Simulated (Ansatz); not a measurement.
**BP under changes of volume**

One of the cells (11.682 Å³/atom); the others are scaled copies at fixed shape and fractional positions:

```
P B
1.0
     0.00000    2.26900    2.26900
     2.26900    0.00000    2.26900
     2.26900    2.26900    0.00000
P B
1 1
Direct
  0.75000 0.75000 0.75000
  0.00000 0.00000 0.00000
```

| Item | Value |
| --- | --- |
| Program | Ansatz 0.2.0 |
| Functional | PBE |
| Potentials or basis | Ansatz NC |
| Cutoff | 1116 eV (not typed: the program's choice for these potentials) |
| k mesh | 10 × 10 × 10 |
| Occupations | fermi-dirac, width 0.05 eV |
| Spin | no spin polarisation |

| volume (Å³/atom) | energy over the lowest point (meV/atom) | pressure (GPa) | gap on the mesh (eV) |
| --- | --- | --- | --- |
| 10.981 | 28.86 | 12.6 | 1.16 |
| 11.214 | 13.57 | 8.4 | 1.19 |
| 11.448 | 4.13 | 4.6 | 1.22 |
| 11.682 | 0.00 | 1.1 | 1.25 |
| 11.915 | ? | ? | ? |
| 12.149 | 5.79 | -4.9 | 1.30 |
| 12.383 | 14.86 | -7.5 | 1.32 |

Problem. What does the run at 11.915 Å³/atom give?

Solution. Energy over the lowest point 0.70 meV/atom; pressure -2.0 GPa; gap on the mesh 1.27 eV.

Worked out: A Birch-Murnaghan fit of order 3 (a polynomial in V^(-2/3)) to the other rows has its minimum at 11.76 Å³/atom with B0 = V·E''(V) = 161 GPa and B' = 3.9. It gives 0.71 meV/atom at 11.915 Å³/atom, against the run's 0.70, and -dE/dV = -2.0 GPa, against -2.0. A straight line through the other rows of the gap, of slope 1.34 eV per unit of ln V, gives 1.27 eV, against the run's 1.27.

Energies are extrapolated to zero smearing.

A mesh can miss the band edges.
